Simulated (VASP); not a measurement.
# KF (Carobbiite) (Fm-3m) in VASP: further runs

One crystal, KF (Carobbiite), is run at these levels: PBEsol; tasks: single point.

Everything below comes from runs of VASP 6.6.1. Logs are shortened: lines on timing, memory, paths and dates and some standing lists are left out, and cuts for length are marked.

### 1 Starting point

Symmetry: Fm-3m, No. 225, cubic system. Conventional cell: a = 5.344 Å, b = 5.344 Å, c = 5.344 Å, α = 90.00°, β = 90.00°, γ = 90.00°. Around K (site symmetry m-3m) lie 6 F at 2.67 Å. F (site symmetry m-3m) is surrounded by 6 K at 2.67 Å.

### 2 Single point, PBEsol

Contents of INCAR:

```
ADDGRID = F
ALGO = Normal
EDIFF = 1E-6
ENCUT = 460
GGA = PS
ISIF = 2
ISMEAR = 0
LASPH = F
LCHARG = F
LREAL = F
LWAVE = F
NBANDS = 15
NELM = 100
PREC = Accurate
SIGMA = 0.05
```

Contents of KPOINTS:

```
k-points
0
Gamma
  5 5 5
```

Contents of POSCAR:

```
KF
1.0
    0.0000000000      2.6718500000      2.6718500000
    2.6718500000      0.0000000000      2.6718500000
    2.6718500000      2.6718500000      0.0000000000
K F
1 1
Direct
    0.0000000000      0.0000000000      0.0000000000
    0.5000000000      0.5000000000      0.5000000000
```

Potentials or basis: VASP PAW PBE potentials, release 64 (K_sv, F).

On the command line:

```sh
cat potpaw_PBE.64/K_sv/POTCAR potpaw_PBE.64/F/POTCAR > POTCAR
mpirun -np 1 vasp_std > vasp.out
```

OUTCAR:

```text
EDIFF = 1E-6
   ENCUT = 460
   GGA = PS
   ISIF = 2
   ISMEAR = 0
   LASPH = F
   LREAL = F
   NELM = 100
   PREC = Accurate

 Found     10 irreducible k-points:

 Following reciprocal coordinates:
            Coordinates               Weight
  0.000000  0.000000  0.000000      1.000000
  0.200000  0.000000  0.000000      8.000000
  0.400000  0.000000  0.000000      8.000000
  0.200000  0.200000  0.000000      6.000000
  0.400000  0.200000  0.000000     24.000000
 -0.400000  0.200000  0.000000     24.000000
   k-points           NKPTS =     10   k-points in BZ     NKDIM =     10   number of bands    NBANDS=     15
   number of dos      NEDOS =    301   number of ions     NIONS =      2
   total plane-waves  NPLWV =  21952
   dimension x,y,z NGX =    28 NGY =   28 NGZ =   28
   dimension x,y,z NGXF=    56 NGYF=   56 NGZF=   56
   ions per type =               1   1
   NGX,Y,Z   is equivalent  to a cutoff of  12.32, 12.32, 12.32 a.u.
   NGXF,Y,Z  is equivalent  to a cutoff of  24.64, 24.64, 24.64 a.u.
 SYSTEM =  unknown system
   PREC   = accura    normal or accurate (medium, high low for compatibility)
   ISTART =      0    job   : 0-new  1-cont  2-samecut
   ICHARG =      2    charge: 1-file 2-atom 10-const
   ISPIN  =      1    spin polarized calculation?
   LNONCOLLINEAR =      F non collinear calculations
   LSORBIT =      F    spin-orbit coupling
   LASPH  =      F    aspherical Exc in radial PAW
   ENCUT  =  460.0 eV  33.81 Ry    5.81 a.u.   6.61  6.61  6.61*2*pi/ulx,y,z
   NELM   =    100;   NELMIN=  2; NELMDL= -5     # of ELM steps
   EDIFF  = 0.1E-05   stopping-criterion for ELM
   LREAL  =      F    real-space projection
   EDIFFG = 0.1E-04   stopping-criterion for IOM
   NSW    =      0    number of steps for IOM
   IBRION =     -1    ionic relax: 0-MD 1-quasi-New 2-CG
   NFREE  =      0    steps in history (QN), initial steepest desc. (CG)
   ISIF   =      2    stress and relaxation
   ISYM   =      2    0-nonsym 1-usesym 2-fastsym
   POTIM  = 0.5000    time-step for ionic-motion
   TEBEG  =    0.0;   TEEND  =   0.0 temperature during run
   PSTRESS=    0.0 pullay stress
   NELECT =      16.0000    total number of electrons
   NUPDOWN=      -1.0000    fix difference up-down
   EMIN   =  10.00;   EMAX   =-10.00  energy-range for DOS
   EFERMI =   0.00;   METHOD = LEGACY
   ISMEAR =     0;   SIGMA  =   0.05  broadening in eV -4-tet -1-fermi 0-gaus
   EFERMI_NEDOS =   21; number of points for ismear=-14 and -15
   IALGO  =     38    algorithm
   IMIX   =      4    mixing-type and parameters
     AMIX     =   0.40;   BMIX     =  1.00
     AMIX_MAG =   1.60;   BMIX_MAG =  1.00
  volume/ion in A,a.u.               =      19.07       128.72
  Fermi-wavevector in a.u.,A,eV,Ry     =   1.225442  2.315750 20.431978  1.501708
  Thomas-Fermi vector in A             =   2.360480
   LORBIT       =      0    0 simple, 1 ext, 2 COOP (PROOUT), +10 PAW based schemes
   GGA     = PS    functional components
   LHFCALC =     F    Hartree Fock is set to
   AEXX    =    0.0000 exact exchange contribution
   IVDW    =     0    specifies the selected vdW correction
   LEPSILON=     F    determine dielectric tensor
   LRPA    =     F    only Hartree local field effects (RPA)
 non-spin polarized calculation
 Gauss-broadening in eV      SIGMA  =   0.05
  energy-cutoff  :      460.00
  volume of cell :       38.15
 maximum number of plane-waves:       872
 NGX is ok and might be reduce to    28
   NGX = 13   NGY = 13   NGZ = 13

 number of electron      16.0000002 magnetization

 Free energy of the ion-electron system (eV)
  ---------------------------------------------------
  ext. energy  EPLUGINS =         0.00000000
  ---------------------------------------------------
  free energy    TOTEN  =        -8.52184757 eV

  energy without entropy =       -8.52184757  energy(sigma->0) =       -8.52184757

 E-fermi :  -2.5839     XC(G=0):  -8.6080

 val. band max:       -2.9122089320   @ k =   0.0000   0.0000   0.0000
 cond. band min:       3.1221167765   @ k =   0.0000   0.0000   0.0000
 fundamental gap:      6.0343257085
 Fermi energy:        -2.5838501403

 k-point     1 :       0.0000    0.0000    0.0000
  band No.  band energies     occupation
      1     -28.8731      2.00000
      2     -21.4368      2.00000
      3     -12.1841      2.00000
      4     -12.1841      2.00000
      5     -12.1841      2.00000
      6      -2.9122      2.00000
      7      -2.9122      2.00000
      8      -2.9122      2.00000
      9       3.1221      0.00000
     10       7.7271      0.00000
     11       7.7271      0.00000
     12       7.7271      0.00000
     13       9.4015      0.00000
     14       9.4015      0.00000
     15      13.8114      0.00000

 k-point     2 :       0.2000    0.0000    0.0000
  band No.  band energies     occupation
      1     -28.8395      2.00000
      2     -21.4679      2.00000
      3     -12.2825      2.00000
      4     -12.1972      2.00000
      5     -12.1972      2.00000
      6      -3.2345      2.00000
      7      -3.0384      2.00000
      8      -3.0384      2.00000
      9       4.1631      0.00000
     10       7.2194      0.00000
     11       8.2357      0.00000
     12       8.2357      0.00000
     13       9.7807      0.00000
     14       9.7807      0.00000
     15      15.4133      0.00000
[... 41 lines left out ...]
      3     -12.4559      2.00000
      4     -12.3149      2.00000
      5     -12.2958      2.00000
      6      -3.4486      2.00000
      7      -3.1301      2.00000
      8      -3.0715      2.00000
      9       5.8905      0.00000
     10       6.3279      0.00000
     11       9.0099      0.00000
     12       9.4955      0.00000
     13      10.5613      0.00000
     14      10.7604      0.00000
     15      14.1854      0.00000

 k-point     6 :      -0.4000    0.2000    0.0000
  band No.  band energies     occupation
      1     -28.7650      2.00000
      2     -21.5057      2.00000
      3     -12.5077      2.00000
      4     -12.3683      2.00000
      5     -12.2573      2.00000
      6      -3.5344      2.00000
      7      -3.2282      2.00000
      8      -3.1574      2.00000
      9       6.3163      0.00000
     10       7.1836      0.00000
     11       8.7831      0.00000
     12       9.6322      0.00000
     13      10.9930      0.00000
     14      11.8959      0.00000
     15      12.6129      0.00000

 [... further k-points ...]

------------------------ aborting loop because EDIFF is reached ----------------------------------------

  FORCE on cell =-STRESS in cart. coord.  units (eV):
  Direction    XX          YY          ZZ          XY          YZ          ZX
  --------------------------------------------------------------------------------------
  -------------------------------------------------------------------------------------
  Total       -0.3546013     -0.3546013     -0.3546013     -0.0000000     -0.0000000      0.0000000
  in kB      -14.8930869    -14.8930869    -14.8930869     -0.0000000     -0.0000000      0.0000000
  external PRESSURE =     -14.8930869 kB  Pullay stress =       0.0000000 kB

 VOLUME and BASIS-vectors are now :
 -----------------------------------------------------------------------------
  energy-cutoff  :      460.00
  volume of cell :       38.15
      direct lattice vectors                 reciprocal lattice vectors
     0.000000000  2.671850000  2.671850000    -0.187136254  0.187136254  0.187136254
     2.671850000  0.000000000  2.671850000     0.187136254 -0.187136254  0.187136254
     2.671850000  2.671850000  0.000000000     0.187136254  0.187136254 -0.187136254

 POSITION                                       TOTAL-FORCE (eV/Angst)
 -----------------------------------------------------------------------------------
      0.00000      0.00000      0.00000        -0.000000      0.000000      0.000000
      2.67185      2.67185      2.67185         0.000000     -0.000000     -0.000000
 -----------------------------------------------------------------------------------
    total drift:                                0.000000      0.000000      0.000000

  FREE ENERGIE OF THE ION-ELECTRON SYSTEM (eV)
  ---------------------------------------------------
  free  energy   TOTEN  =        -8.5218475711 eV

  energy  without entropy=       -8.5218475711  energy(sigma->0) =       -8.52184757
```

Run time: 5.6 s. Hardware: 1 thread of Intel Xeon Platinum 8488C (Sapphire Rapids), shared host; peak memory 0.15 GiB.

The run converged, but some of its settings lie outside the range that counts as converged, so its numbers aren't taken as properties of the crystal.

What came out:

```yaml
Free_energy: -8.5218 eV
Pressure: -1.5 GPa
Band_gap_on_the_k_mesh: 6.03 eV, direct
```

Caveat: the cutoff is under 1.25 times the usual one of these potentials, so pressure, stress and relaxed cells hold a basis-set (Pulay) error; the PAW data sets were made with another functional, which shifts forces and pressure a little.

### 3 Single point, PBEsol

Contents of INCAR:

```
ADDGRID = F
ALGO = Normal
EDIFF = 1E-4
ENCUT = 460
GGA = PS
ISIF = 2
ISMEAR = 0
LASPH = T
LCHARG = F
LREAL = Auto
LWAVE = F
NBANDS = 15
NELM = 100
PREC = Normal
SIGMA = 0.05
```

KPOINTS is that of step 2.

POSCAR is that of step 2.

Potentials or basis: VASP PAW PBE potentials, release 64 (K_sv, F).

On the command line:

```sh
cat potpaw_PBE.64/K_sv/POTCAR potpaw_PBE.64/F/POTCAR > POTCAR
mpirun -np 1 vasp_std > vasp.out
```

OUTCAR:

```text
EDIFF = 1E-4
   ENCUT = 460
   GGA = PS
   ISIF = 2
   ISMEAR = 0
   LASPH = T
   LREAL = Auto
   NELM = 100
   PREC = Normal

 Found     10 irreducible k-points:

 Following reciprocal coordinates:
            Coordinates               Weight
  0.000000  0.000000  0.000000      1.000000
  0.200000  0.000000  0.000000      8.000000
  0.400000  0.000000  0.000000      8.000000
  0.200000  0.200000  0.000000      6.000000
  0.400000  0.200000  0.000000     24.000000
 -0.400000  0.200000  0.000000     24.000000
   k-points           NKPTS =     10   k-points in BZ     NKDIM =     10   number of bands    NBANDS=     15
   number of dos      NEDOS =    301   number of ions     NIONS =      2
   total plane-waves  NPLWV =   8000
   dimension x,y,z NGX =    20 NGY =   20 NGZ =   20
   dimension x,y,z NGXF=    40 NGYF=   40 NGZF=   40
   ions per type =               1   1
   NGX,Y,Z   is equivalent  to a cutoff of   8.80,  8.80,  8.80 a.u.
   NGXF,Y,Z  is equivalent  to a cutoff of  17.60, 17.60, 17.60 a.u.
 SYSTEM =  unknown system
   PREC   = normal    normal or accurate (medium, high low for compatibility)
   ISTART =      0    job   : 0-new  1-cont  2-samecut
   ICHARG =      2    charge: 1-file 2-atom 10-const
   ISPIN  =      1    spin polarized calculation?
   LNONCOLLINEAR =      F non collinear calculations
   LSORBIT =      F    spin-orbit coupling
   LASPH  =      T    aspherical Exc in radial PAW
   ENCUT  =  460.0 eV  33.81 Ry    5.81 a.u.   6.61  6.61  6.61*2*pi/ulx,y,z
   NELM   =    100;   NELMIN=  2; NELMDL= -5     # of ELM steps
   EDIFF  = 0.1E-03   stopping-criterion for ELM
   LREAL  =      T    real-space projection
   EDIFFG = 0.1E-02   stopping-criterion for IOM
   NSW    =      0    number of steps for IOM
   IBRION =     -1    ionic relax: 0-MD 1-quasi-New 2-CG
   NFREE  =      0    steps in history (QN), initial steepest desc. (CG)
   ISIF   =      2    stress and relaxation
   ISYM   =      2    0-nonsym 1-usesym 2-fastsym
   POTIM  = 0.5000    time-step for ionic-motion
   TEBEG  =    0.0;   TEEND  =   0.0 temperature during run
   PSTRESS=    0.0 pullay stress
   NELECT =      16.0000    total number of electrons
   NUPDOWN=      -1.0000    fix difference up-down
   EMIN   =  10.00;   EMAX   =-10.00  energy-range for DOS
   EFERMI =   0.00;   METHOD = LEGACY
   ISMEAR =     0;   SIGMA  =   0.05  broadening in eV -4-tet -1-fermi 0-gaus
   EFERMI_NEDOS =   21; number of points for ismear=-14 and -15
   IALGO  =     38    algorithm
   IMIX   =      4    mixing-type and parameters
     AMIX     =   0.40;   BMIX     =  1.00
     AMIX_MAG =   1.60;   BMIX_MAG =  1.00
  volume/ion in A,a.u.               =      19.07       128.72
  Fermi-wavevector in a.u.,A,eV,Ry     =   1.225442  2.315750 20.431978  1.501708
  Thomas-Fermi vector in A             =   2.360480
   LORBIT       =      0    0 simple, 1 ext, 2 COOP (PROOUT), +10 PAW based schemes
   GGA     = PS    functional components
   LHFCALC =     F    Hartree Fock is set to
   AEXX    =    0.0000 exact exchange contribution
   IVDW    =     0    specifies the selected vdW correction
   LEPSILON=     F    determine dielectric tensor
   LRPA    =     F    only Hartree local field effects (RPA)
 non-spin polarized calculation
 Gauss-broadening in eV      SIGMA  =   0.05
  energy-cutoff  :      460.00
  volume of cell :       38.15
 maximum number of plane-waves:       872
   NGX = 13   NGY = 13   NGZ = 13

 number of electron      16.0000045 magnetization

 Free energy of the ion-electron system (eV)
  ---------------------------------------------------
  ext. energy  EPLUGINS =         0.00000000
  ---------------------------------------------------
  free energy    TOTEN  =        -8.52379707 eV

  energy without entropy =       -8.52379707  energy(sigma->0) =       -8.52379707

 E-fermi :  -2.5856     XC(G=0):  -8.6087

 val. band max:       -2.9142599562   @ k =   0.0000   0.0000   0.0000
 cond. band min:       3.1210497784   @ k =   0.0000   0.0000   0.0000
 fundamental gap:      6.0353097346
 Fermi energy:        -2.5856114471

 k-point     1 :       0.0000    0.0000    0.0000
  band No.  band energies     occupation
      1     -28.8722      2.00000
      2     -21.4389      2.00000
      3     -12.1835      2.00000
      4     -12.1835      2.00000
      5     -12.1835      2.00000
      6      -2.9147      2.00000
      7      -2.9143      2.00000
      8      -2.9143      2.00000
      9       3.1210      0.00000
     10       7.7276      0.00000
     11       7.7276      0.00000
     12       7.7276      0.00000
     13       9.4020      0.00000
     14       9.4020      0.00000
     15      13.8067      0.00000

 k-point     2 :       0.2000    0.0000    0.0000
  band No.  band energies     occupation
      1     -28.8386      2.00000
      2     -21.4699      2.00000
      3     -12.2818      2.00000
      4     -12.1965      2.00000
      5     -12.1965      2.00000
      6      -3.2365      2.00000
      7      -3.0409      2.00000
      8      -3.0405      2.00000
      9       4.1619      0.00000
     10       7.2190      0.00000
     11       8.2361      0.00000
     12       8.2362      0.00000
     13       9.7810      0.00000
     14       9.7810      0.00000
     15      15.4098      0.00000

 k-point     3 :       0.4000    0.0000    0.0000
  band No.  band energies     occupation
      1     -28.7834      2.00000
      2     -21.5194      2.00000
      3     -12.4381      2.00000
      4     -12.2171      2.00000
      5     -12.2171      2.00000
      6      -3.6608      2.00000
      7      -3.2364      2.00000
      8      -3.2360      2.00000
      9       5.8694      0.00000
     10       7.2673      0.00000
     11       9.0268      0.00000
     12       9.0269      0.00000
     13      10.9882      0.00000
     14      10.9882      0.00000
     15      13.8874      0.00000

 k-point     4 :       0.2000    0.2000    0.0000
  band No.  band energies     occupation
      1     -28.8287      2.00000
      2     -21.4675      2.00000
      3     -12.2664      2.00000
      4     -12.2585      2.00000
      5     -12.2585      2.00000
      6      -3.3569      2.00000
      7      -2.9524      2.00000
      8      -2.9521      2.00000
      9       4.3838      0.00000
     10       6.5580      0.00000
     11       8.7235      0.00000
     12       8.7235      0.00000
     13       9.6859      0.00000
     14       9.7935      0.00000
     15      16.0782      0.00000

 k-point     5 :       0.4000    0.2000    0.0000
  band No.  band energies     occupation
      1     -28.7827      2.00000
      2     -21.4913      2.00000
      3     -12.4553      2.00000
      4     -12.3142      2.00000
      5     -12.2951      2.00000
      6      -3.4506      2.00000
      7      -3.1321      2.00000
      8      -3.0738      2.00000
      9       5.8894      0.00000
     10       6.3270      0.00000
     11       9.0101      0.00000
     12       9.4958      0.00000
     13      10.5614      0.00000
     14      10.7609      0.00000
     15      14.1854      0.00000

 k-point     6 :      -0.4000    0.2000    0.0000
  band No.  band energies     occupation
      1     -28.7641      2.00000
      2     -21.5078      2.00000
      3     -12.5071      2.00000
      4     -12.3677      2.00000
      5     -12.2566      2.00000
      6      -3.5364      2.00000
      7      -3.2305      2.00000
      8      -3.1595      2.00000
      9       6.3152      0.00000
     10       7.1822      0.00000
     11       8.7833      0.00000
     12       9.6325      0.00000
     13      10.9933      0.00000
     14      11.8961      0.00000
     15      12.6131      0.00000

 [... further k-points ...]

------------------------ aborting loop because EDIFF is reached ----------------------------------------

  FORCE on cell =-STRESS in cart. coord.  units (eV):
  Direction    XX          YY          ZZ          XY          YZ          ZX
  --------------------------------------------------------------------------------------
  -------------------------------------------------------------------------------------
  Total       -0.3383976     -0.3383976     -0.3383976     -0.0000000     -0.0000000      0.0000000
  in kB      -14.2125373    -14.2125373    -14.2125373     -0.0000000     -0.0000000      0.0000000
  external PRESSURE =     -14.2125373 kB  Pullay stress =       0.0000000 kB

 VOLUME and BASIS-vectors are now :
 -----------------------------------------------------------------------------
  energy-cutoff  :      460.00
  volume of cell :       38.15
      direct lattice vectors                 reciprocal lattice vectors
     0.000000000  2.671850000  2.671850000    -0.187136254  0.187136254  0.187136254
     2.671850000  0.000000000  2.671850000     0.187136254 -0.187136254  0.187136254
     2.671850000  2.671850000  0.000000000     0.187136254  0.187136254 -0.187136254

 POSITION                                       TOTAL-FORCE (eV/Angst)
 -----------------------------------------------------------------------------------
      0.00000      0.00000      0.00000        -0.000000      0.000000     -0.000000
      2.67185      2.67185      2.67185         0.000000     -0.000000      0.000000
 -----------------------------------------------------------------------------------
    total drift:                                0.000000      0.000000      0.000000

  FREE ENERGIE OF THE ION-ELECTRON SYSTEM (eV)
  ---------------------------------------------------
  free  energy   TOTEN  =        -8.5237970732 eV

  energy  without entropy=       -8.5237970732  energy(sigma->0) =       -8.52379707
```

It took 5.3 s on 1 thread of Intel Xeon Platinum 8488C (Sapphire Rapids), shared host; peak memory 0.12 GiB.

The run converged, but some of its settings lie outside the range that counts as converged, so its numbers aren't taken as properties of the crystal.

What came out:

```
Free energy            : -8.5238 eV
Pressure               : -1.4 GPa
Band gap on the k mesh : 6.04 eV, direct
```

Caveat: the cutoff is under 1.25 times the usual one of these potentials, so pressure, stress and relaxed cells hold a basis-set (Pulay) error; the PAW data sets were made with another functional, which shifts forces and pressure a little.

### 4 For comparison

An earlier run on the cell as given: functional PBE; potentials or basis VASP PAW PBE potentials, release 64 (K_sv, F); cutoff 520 eV; k mesh 9 × 9 × 9; occupations fermi-dirac, width 0.05 eV; no spin polarisation.

- Pressure: 1.4 GPa
- Band gap on the k mesh: 6.17 eV, direct
